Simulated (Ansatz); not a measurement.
# Te2Mo in Ansatz: single point with PBE0

Aim: the single point of Te2Mo with PBE0.

All numbers are computed with Ansatz 0.2.0; they aren't measurements. Logs are shortened: lines on timing, memory, paths and dates and some standing lists are left out, and cuts for length are marked.

## 1. The slab as given

The cell holds a slab with vacuum, 6 atoms: a = 6.362 Å, b = 3.480 Å, c = 36.176 Å, α = 90.00°, β = 90.14°, γ = 90.00°.

## 2. Single point, PBE0

input.yaml

```yaml
crystal:
  lattice:
    - [6.3616090156, 0.0, 0.0]
    - [0.0, 3.48040306, 0.0]
    - [-0.0857412231, 0.0, 36.1758904685]
  atoms:
    - { symbol: Te, position: [0.4292511, 0.75, 0.54070358] }
    - { symbol: Te, position: [0.5707489, 0.25, 0.45929642] }
    - { symbol: Te, position: [0.92084787, 0.25, 0.55652732] }
    - { symbol: Te, position: [0.07915213, 0.75, 0.44347268] }
    - { symbol: Mo, position: [0.18134756, 0.25, 0.49746537] }
    - { symbol: Mo, position: [0.81865244, 0.75, 0.50253463] }
hamiltonian:
  xc: pbe0
  pseudopotentials: { kind: paw }
kpoints:
  mp_grid: { grid: [3, 5, 1] }
scf:
  occupations: { method: fermi_dirac, width: 0.05 }
output:
  forces: true
  stress: true
  eigenvalues: true
```

Potentials or basis: Ansatz PAW.

The run is started by

```sh
ansatz run input.yaml --threads 2 --pin off --max-ram 5632MiB --backend cpu --events-out ev --progress --plain --runs-dir out
```

Standard output:

```text
Warning: output.stress: scf.convergence.dr2_threshold = 1e-7 eV (the SCF's general default) is looser than the 6e-10 eV advised for a printed stress (1e-10 eV for each atom of the cell: 6). What an SCF threshold leaves in a stress goes as its square root, and in the free energy as the threshold itself, and one threshold admits the most on a small cell: of the crystals measured, under no hybrid functional and no lock of the moments, on runs that ended without the residual-converged pass, on stresses that held no estimate of that error, the worst erred by over 100 MPa in a component at 1e-7 eV an atom and by under 5 at 1e-10. Set scf.convergence.dr2_threshold to 6e-10 eV or tighter. The threshold is an SCF's pass mark: one that does not reach it within its budget of iterations ends unconverged, or closes short of it on a stop that the run arms, and scf.convergence.dr2_threshold's page says what that costs each kind of run
Warning: output.stress: scf.exx.energy_threshold = 1e-6 eV is looser than the 6e-8 eV advised for a stress under a hybrid functional (1e-8 eV for each atom of the cell: 6). Every SCF of the exchange loop can meet its threshold on dr2 while the loop round them stops early: no threshold on dr2 bounds what that leaves in the stress. Set scf.exx.energy_threshold to 6e-8 eV or tighter. The threshold is the loop's pass mark: a loop that does not reach it within its budget of cycles ends unconverged, and scf.exx.energy_threshold's page has the law
Warning: RAYON_NUM_THREADS=2 ignored (pool sized by the plan → 2); use --threads N
Engine: ansatz 0.2.0, aarch64-unknown-linux-gnu
Pseudopotentials: kind: paw
Pseudopotential: Te, paw, valence charge 16, recommended cutoff 420 eV (normal), Te.paw.azcp
Pseudopotential: Mo, paw, valence charge 14, recommended cutoff 420 eV (normal), Mo.paw.azcp
Functional definition: PBE0
  parameter a = 0.25
  parameter kappa = 0.804
  parameter beta = 0.06672455060314922
  exchange = (1 - a)*pbe_x(kappa = kappa, mu = beta*pi^2/3) + a*exact_x
  correlation = pbe_c(beta = beta)
Crystal: 6 atoms, lattice volume = 800.969 Å³
Basis set: ecut = 420 eV, 15635 PW (Γ), exchange–correlation on 90×48×486 points (8 copies of the dense FFT grid, shifted against one another)
Bands: 56, of which v1, the nominal top of the filled ones, is band 46 counted from 1 (45 counted from 0)
Symmetry: 4 space group operations
Space group: P21/m (ITA 11), of the structure as read, at distance tolerance 9.3e-5 Å
k-points: 6 of 15
Non-local potential: Te, projectors of the file, l = 0: 2, l = 1: 2, l = 2: 2, l = 3: 2
Non-local potential: Mo, projectors of the file, l = 0: 3, l = 1: 2, l = 2: 2, l = 3: 1
PAW form: soft (Blöchl's): semilocal exchange-correlation on the pseudo side does not see the compensation charge
PAW frozen core: Te, regenerated for the run's functional, and the local potential with it (the file was generated under x = pbe(κ = 0.804, μ = 0.2195149727645171), c = pbe(β = 0.06672455060314922))
PAW frozen core: Mo, regenerated for the run's functional, and the local potential with it (the file was generated under x = pbe(κ = 0.804, μ = 0.2195149727645171), c = pbe(β = 0.06672455060314922))
PAW one-centre angular grid: Te, 590 points (default); XC on 64 Gauss nodes
PAW one-centre angular grid: Mo, 590 points (default); XC on 64 Gauss nodes
Initial density: superposition of atomic densities (neutral atoms: chi_scale 0, normalization atom), corrected by the library's trained network
Initial wavefunctions: pseudopotential atomic-orbital guess
Functional: x = pbe(κ = 0.804, μ = 0.2195149727645171), c = pbe(β = 0.06672455060314922), warm-up for x = 0.75 pbe(κ = 0.804, μ = 0.2195149727645171) + 0.25 exact, c = pbe(β = 0.06672455060314922)
SCF iter   1: F=—  HF=-37833.401363 eV  |F-HF|=—  |Δ(HF+E_count)|=         —  Δρ=2.90e-3  dr2=1.71e-1  ethr=1.77e-3  ⟨swp⟩=16.8  Hψ=1463  notcnv=2
preconditioner: auto → none  [insulator: Δε(μ)=0.357 eV  Ē_g=7.151 eV  σ=0.050 eV  W_gap=0.54  n_scr=72 (ndim 8)  ℏωp=7.9 eV  f_vac=0.785  D(μ)=1.55/eV (n_scr^D=6)]
SCF iter   2: F=—  HF=-37833.601534 eV  |F-HF|=—  |Δ(HF+E_count)|=   2.00e-1  Δρ=7.90e-3  dr2=2.08e0  ethr=1.86e-4  ⟨swp⟩=6.2  Hψ=1010  notcnv=0  defer=10  recentre
SCF iter   3: F=—  HF=-37833.392392 eV  |F-HF|=—  |Δ(HF+E_count)|=   2.09e-1  Δρ=1.58e-3  dr2=2.14e-2  ethr=1.86e-4  ⟨swp⟩=6.0  Hψ=937  notcnv=0  defer=10
[... 72 lines left out ...]
SCF iter   6: F=—  HF=-37850.878783 eV  |F-HF|=—  |Δ(HF+E_count)|=   2.95e-9  Δρ=3.78e-7  dr2=1.10e-9  ethr=1.36e-11  ⟨swp⟩=4.8  Hψ=736  notcnv=0  defer=5
SCF iter   7: F=-37850.878783 eV  HF=-37850.878783 eV  |F-HF|=9.46e-11  |Δ(HF+E_count)|=  2.18e-10  Δρ=1.12e-7  dr2=1.27e-10  ethr=1.84e-12 (applied; sched 1.10e-12)  ⟨swp⟩=3.5  Hψ=727  notcnv=0  defer=4
SCF 4 converged in 7 iterations: F = -37850.878783 eV  dr2 = 1.27e-10
  Residual-converged pass: ⟨swp⟩=3.8  Hψ=881  notcnv=0  max |occ|·‖R‖ = 2.7e-7 eV (tolerance 2.7e-7 eV)  dr2=1.37e-10  dr2_onsite=8.88e-12  max |Δocc| = 4.6e-15
hybrid outer 3: dexx = +1.948e-6 eV, tail = 1.32e-4 eV, Δε = 1.76e-3 eV (about 1.31e-4 eV left of the loop's levels), ΔF = 3.11e-3 eV/Å (tail 6.26e-2)
Exchange kernel: α = 0.2500, full range, Wigner–Seitz truncation, v(0) = 17070.8835 eV·Å³, q-mesh 3×5×1, nearest image of the exchange supercell L = 17.40 Å, pair-density grid 30×18×160, without the augmentation charges, whose exchange is taken in its separable form by FFT convolution over the k-point mesh (sized by the pseudopotential files, 45×24×243 at the most)
Frozen-core exchange: fock
SCF iter   1: F=—  HF=-37850.878783 eV  |F-HF|=—  |Δ(HF+E_count)|=         —  Δρ=3.18e-7  dr2=3.69e-10  ethr=2.83e-11  ⟨swp⟩=14.8  Hψ=973  notcnv=1
preconditioner: auto → none  [insulator: Δε(μ)=0.634 eV  Ē_g=8.964 eV  σ=0.050 eV  W_gap=1.00  n_scr=72 (ndim 8)  ℏωp=7.9 eV  f_vac=0.783  D(μ)=0.01/eV (n_scr^D=0)]
SCF iter   2: F=-37850.878783 eV  HF=-37850.878783 eV  |F-HF|=2.76e-10  |Δ(HF+E_count)|=  2.26e-10  Δρ=2.18e-7  dr2=5.13e-10  ethr=1.78e-12 (applied; sched 1.00e-12)  ⟨swp⟩=3.3  Hψ=696  notcnv=0
SCF 5 converged in 2 iterations: F = -37850.878783 eV  dr2 = 5.13e-10
  Residual-converged pass: ⟨swp⟩=3.7  Hψ=858  notcnv=0  max |occ|·‖R‖ = 2.6e-7 eV (tolerance 2.7e-7 eV)  dr2=5.33e-10  dr2_onsite=1.53e-11  max |Δocc| = 1.8e-15
hybrid outer 4: dexx = +2.804e-10 eV, tail = 1.81e-9 eV, Δε = 3.29e-5 eV (about 5.87e-5 eV left of the loop's levels), ΔF = 7.12e-5 eV/Å (tail 2.40e-4)
at 14 of the mixer's solves, all of them in the SCFs whose states led to this one, it left a direction of its history that read negative out of its fit and stepped the other way along it
hybrid SCF converged: 4 outer / 43 inner (+13 warm-up), last move |dexx| = 2.80e-10 eV, tail = 1.81e-9 eV
Stability not checked: this state was not tested for a lower state beside it, because the functional holds exact exchange (a hybrid, or Hartree-Fock), whose exchange loop this test does not read (fock_operator; see scf.lower_state_search)
Free energy (F): -37850.878783 eV
Frozen-core exchange: fock
Harris-Foulkes:  -37850.878783 eV  (|F-HF|=2.76e-10)
Internal energy: -37850.878539 eV  (E = F + TS)
E sigma→0 (E₀):  -37850.878661 eV
Entropy (-TS):   -0.000244 eV (-0.041 meV/atom)
Fermi energy:    -1.409148 eV
--- Per-component energies (eV) ---
  E_band       = -2661.869220
  E_kinetic    = 1601.145231
  E_local      = -157160.688470  (includes V_loc(G=0)·N_el)
  E_nonlocal   = -962.056911
  E_hartree    = 78383.891929
  E_xc         = -666.905455
  E_vxc        = -675.608972  (∫ρ·V_xc dr)
  E_exx        = -302.346047  (= α·E_x^exact, valence–valence)
  E_paw        = -24964.716306  (= ΣΔE_a)
  E_vpaw       = -1627.747689  (= ΣTr[D̂ρ^β])
  E_aug_tail   = -0.000669  (compensation charges beyond the density's cutoff)
  E_ewald      = 66222.334639
  E_core_change = -1.536481  (= ΣΔE_core)
  E_smearing   = -0.000244  (= −TS)
  E_closure    = -0.000000  (closes the sum)
  Σ components = -37850.878783   (vs F -37850.878783, Δ=0.00e0)
--- Forces (eV/Å), atoms counted from 1 ---
  atom   1  Te    -0.03698817     0.00000000    -0.28916315
  atom   2  Te     0.03698817     0.00000000     0.28916315
  atom   3  Te     0.04027183     0.00000000    -0.36570460
  atom   4  Te    -0.04027183     0.00000000     0.36570460
  atom   5  Mo    -0.12086291     0.00000000     0.03500411
  atom   6  Mo     0.12086291     0.00000000    -0.03500411
  max |Σ_I F_I| component: 5.55e-17 eV/Å
--- Stress (GPa, compression-positive) ---
       -0.650606       0.000000       0.015569
        0.000000      -0.329823       0.000000
        0.015569       0.000000      -0.471097
  P = ⅓ Tr σ = -0.4838 GPa (-4.838 kbar)
--- Band table (eV; the first three rows and the last of 6) ---
  k-point 0: bands = ["-67.2587", "-67.1910", "-41.5746", "-41.5659", "-41.5535", "-41.5528", "-41.5146", "-41.5049", "-41.4938", "-41.4739", "-41.4642", "-41.4605", "-41.3259", "-41.3224", "-41.3108", "-41.3074", "-41.2482", "-41.2356", "-41.2037", "-41.1933", "-41.1795", "-41.1757", "-40.1041", "-39.9849", "-39.9640", "-39.8057", "-39.7636", "-39.6099", "-16.2237", "-15.1377", "-14.2108", "-13.9631", "-8.3707", "-7.7010", "-7.2571", "-6.4495", "-5.1060", "-4.8754", "-4.8466", "-4.0847", "-3.8457", "-3.4903", "-3.2251", "-2.8320", "-2.4462", "-1.7088", "-0.2673", "-0.1781", "0.8019", "1.3870", "1.3899", "2.6421", "2.7451", "2.7573", "2.9248", "3.0967"]
  k-point 1: bands = ["-67.2498", "-67.1951", "-41.5685", "-41.5590", "-41.5558", "-41.5541", "-41.5187", "-41.5099", "-41.4909", "-41.4752", "-41.4647", "-41.4614", "-41.3182", "-41.3173", "-41.3128", "-41.3114", "-41.2500", "-41.2402", "-41.2036", "-41.1943", "-41.1781", "-41.1746", "-40.0984", "-40.0433", "-39.9375", "-39.8463", "-39.7428", "-39.6152", "-15.7331", "-14.8371", "-14.0035", "-13.6677", "-7.9059", "-7.3046", "-7.0263", "-6.3350", "-5.7280", "-5.4516", "-5.1372", "-4.9796", "-3.9966", "-3.9309", "-3.6962", "-3.3280", "-2.8336", "-2.4642", "-1.0747", "0.3795", "0.9020", "1.1065", "1.2546", "1.2557", "2.0947", "2.6330", "3.4540", "3.6254"]
  k-point 2: bands = ["-67.2290", "-67.2080", "-41.5676", "-41.5658", "-41.5450", "-41.5432", "-41.5241", "-41.5196", "-41.4852", "-41.4794", "-41.4645", "-41.4630", "-41.3223", "-41.3206", "-41.3021", "-41.3013", "-41.2517", "-41.2482", "-41.2025", "-41.1984", "-41.1751", "-41.1736", "-40.1235", "-40.1220", "-39.8908", "-39.8705", "-39.7069", "-39.6518", "-14.4992", "-14.1709", "-13.6994", "-13.3696", "-7.5715", "-7.4863", "-7.3201", "-6.5394", "-6.1652", "-6.0846", "-5.6836", "-5.5253", "-4.8577", "-4.6444", "-4.1631", "-4.0268", "-3.6585", "-3.1291", "0.1720", "0.3471", "0.7756", "0.8446", "1.1159", "1.3890", "2.7545", "2.8823", "4.4795", "4.7482"]
  k-point 5: bands = ["-67.2290", "-67.2080", "-41.5679", "-41.5657", "-41.5451", "-41.5432", "-41.5241", "-41.5195", "-41.4853", "-41.4794", "-41.4647", "-41.4628", "-41.3220", "-41.3205", "-41.3024", "-41.3015", "-41.2521", "-41.2481", "-41.2006", "-41.1970", "-41.1751", "-41.1735", "-40.1328", "-40.1278", "-39.8903", "-39.8673", "-39.7008", "-39.6499", "-14.3361", "-14.1031", "-13.8887", "-13.4154", "-8.2465", "-7.6967", "-7.3186", "-6.7874", "-6.0515", "-5.9004", "-5.4049", "-5.1834", "-4.4707", "-4.3085", "-4.1144", "-3.8958", "-3.5520", "-3.1639", "0.1227", "0.5558", "0.7484", "1.0861", "1.3765", "1.7956", "2.3858", "2.6272", "4.2028", "4.5549"]
```

It took 20 min on 2 threads of Arm Neoverse V1, shared host; peak memory 4.4 GiB.

Results:

| Property | Result |
| --- | --- |
| Free energy | -37850.8788 eV |
| Largest force | 0.368 eV/Å |
| Band gap on the k mesh | 0.63 eV, indirect (least direct gap 1.39 eV) |

Forces in eV/Å, atoms in the order of the input:
```
Te  -0.037  0.000 -0.289
Te   0.037  0.000  0.289
Te   0.040  0.000 -0.366
Te  -0.040  0.000  0.366
Mo  -0.121  0.000  0.035
Mo   0.121  0.000 -0.035
```

Stress tensor (GPa, compression positive):
```
-0.65  0.00  0.02
 0.00 -0.33  0.00
 0.02  0.00 -0.47
```

Caveat: odd divisions of the mesh miss points on the zone boundary, where band edges often lie, so the gap on the mesh can be too wide; spin-orbit coupling is left out, which moves the levels of the heavy elements; the PAW data sets come from PBE, with cores solved anew for the run's functional, which leaves a small shift of forces and pressure; the thresholds are loose for stress.
